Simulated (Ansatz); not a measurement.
One crystal and one scan (frozen-phonon scan) at two levels, PBE (plane waves to 420 eV, PAW, scalar-relativistic; Ansatz, a first-principles code) and r2SCAN (plane waves to 500 eV, PAW, scalar-relativistic; Ansatz), each from its own relaxed cell and on its own mesh. The cell shown is that of PBE.

Relaxed Li₃N (Li3N type, space group P6/mmm):

```yaml
crystal:
  lattice:
    - [7.26871, 0.00000, 0.00000]
    - [-1.81718, 3.14744, 0.00000]
    - [0.00000, 0.00000, 3.86452]
  atoms:
    - { symbol: Li, position: [0.00000, 0.00000, 0.50000] }
    - { symbol: Li, position: [0.50000, 0.00000, 0.50000] }
    - { symbol: Li, position: [0.16667, 0.66667, 0.00000] }
    - { symbol: Li, position: [0.66667, 0.66667, 0.00000] }
    - { symbol: Li, position: [0.33333, 0.33333, 0.00000] }
    - { symbol: Li, position: [0.83333, 0.33333, 0.00000] }
    - { symbol: N, position: [0.00000, 0.00000, 0.00000] }
    - { symbol: N, position: [0.50000, 0.00000, 0.00000] }
```

A phonon eigenvector at M = (0.5, 0.0, 0.0) is frozen into this cell: atom i moves by Q times the vector below, so Q is the largest atomic displacement, in Å. The cell is held. (q is in reciprocal vectors of the primitive cell; the cell shown is doubled to hold the pattern.)

```tsv
atom	x	y	z
Li1	0.500	-0.866	0.000
Li2	-0.500	0.866	0.000
Li3	0.064	-0.112	0.000
Li4	-0.064	0.112	0.000
Li5	-0.064	0.112	0.000
Li6	0.064	-0.112	0.000
N7	0.233	-0.404	0.000
N8	-0.233	0.404	0.000
```

Li3N was relaxed with its symmetry unable to fall. Percentages come from the unrounded values.

Results of PBE:

* **Lattice constant a (Å)**: 3.634
* **Lattice constant c (Å)**: 3.865
* **Relaxed volume (Å³/atom)**: 11.05
* **Harmonic wavenumber from the curvature (finite differences) (cm⁻¹ (negative: imaginary))**: 249
* **Shape of the curve**: a single well with its minimum at or next to zero displacement

Q: What does r2SCAN give for the same quantities?

A: 
| quantity | r2SCAN | PBE − r2SCAN |
|---|---|---|
| Lattice constant a (Å) | 3.610 | +0.024 (+0.7 %) |
| Lattice constant c (Å) | 3.856 | +0.009 (+0.2 %) |
| Relaxed volume (Å³/atom) | 10.88 | +0.17 (+1.6 %) |
| Harmonic wavenumber from the curvature (finite differences) (cm⁻¹ (negative: imaginary)) | 256 | -7 (-3 %) |

PBE gives the higher value for: lattice constant a; lattice constant c; relaxed volume. PBE gives the lower value for: harmonic wavenumber from the curvature. Both give the same shape of the curve: a single well with its minimum at or next to zero displacement. Neither level is exact: the differences show how much the result hangs on the functional.

(A displaced cell: forces are minus the slopes of the energy, force constants its curvatures, and phonons follow from these.)
